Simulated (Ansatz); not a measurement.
Runs of Ansatz 0.2.0 on AlNi. Symmetry: Pm-3m, No. 221, cubic system. Conventional cell: a = 2.881 Å, b = 2.881 Å, c = 2.881 Å, α = 90.00°, β = 90.00°, γ = 90.00°. Around Ni (site symmetry m-3m) lie 8 Al at 2.50 Å. Around Al (site symmetry m-3m) lie 8 Ni at 2.50 Å. 

```csv
task,level,cell,cutoff (eV),pressure (GPa),moment (μB),relaxed volume (Å³/atom)
band structure,PBEsol,as given,255,(a),0.00,-
relaxation of cell and atoms,RPBE+D3(BJ),relaxed,-,0.0,0.00,10.38
relaxation of cell and atoms,PBEsol+D3(BJ),relaxed,-,0.0,0.00,11.34
relaxation of cell and atoms,BLYP,relaxed,-,0.0,0.00,12.46
```

Alike in all rows: potentials or basis all-electron LAPW, scalar-relativistic; spin collinear, ferromagnetic start; k mesh 9 × 9 × 9; smearing fermi-dirac 0.05 eV; basis error allowed 0.001 eV/atom.

**Question.** Estimate the missing entries.

**Answer.** (a) -3.4.

Caveats: the starting moments weren't kept; the volume moved by -13 % from the deposited cell, more than functionals usually miss (some runs).

Runs at the PBE level aren't shown here.
